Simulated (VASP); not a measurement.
# Al: single point with PBE

The system is Al, a slab with vacuum.

```
Al
1.0
     2.85620    0.00000    0.00000
     0.00000    4.03928    0.00000
     0.00000    0.00000   19.28431
Al
4
Cartesian
  1.4281 2.0196 7.5000
  0.0000 0.0000 8.9281
  1.4281 2.0196 10.3562
  0.0000 0.0000 11.7843
```

The slab is cut from a database's or a generator's crystal, which needn't be the stable form of the element.

```
Program             : VASP 6.6.1
Task                : single point
Functional          : PBE
Potentials or basis : VASP PAW PBE potentials, release 64 (Al)
Cutoff              : 520 eV
k mesh              : 13 × 10 × 1
Occupations         : methfessel-paxton, width 0.1 eV
Spin                : no spin polarisation
```

```
Largest force                   : 0.265 eV/Å
Band gap on the k mesh          : none (metal or under the smearing width)
Work function of the upper face : 4.18 eV
Work function of the lower face : 4.18 eV
```

Forces on the atoms (eV/Å):
```
Al   0.000  0.000  0.147
Al   0.000  0.000 -0.265
Al   0.000  0.000  0.265
Al   0.000  0.000 -0.147
```

Levels at points of the mesh, in eV from the Fermi level:
| k point | band 2 | band 3 | band 4 | band 5 | band 6 | band 7 | band 8 | band 9 | band 10 |
| --- | --- | --- | --- | --- | --- | --- | --- | --- | --- |
| (0.00, 0.00, 0.00) | -7.65 | -4.43 | -1.99 | -1.39 | -0.45 | 0.40 | 1.41 | 2.40 | 3.75 |
| (0.00, 0.50, 0.00) | -7.92 | -5.46 | -5.46 | -2.22 | -2.22 | 1.33 | 1.33 | 4.29 | 4.29 |

Core levels (eV, on the scale of the bands):
```tsv
atom	levels
1 Al	1s -1506.8, 2s -103.9, 2p -65.4
2 Al	1s -1506.7, 2s -103.9, 2p -65.4
3 Al	1s -1506.7, 2s -103.9, 2p -65.4
4 Al	1s -1506.8, 2s -103.9, 2p -65.4
```

Run time: 32 s on 2 MPI ranks on Intel(R) Xeon(R) 6975P-C (Granite Rapids) (shared host), peak memory 0.32 GiB a rank.
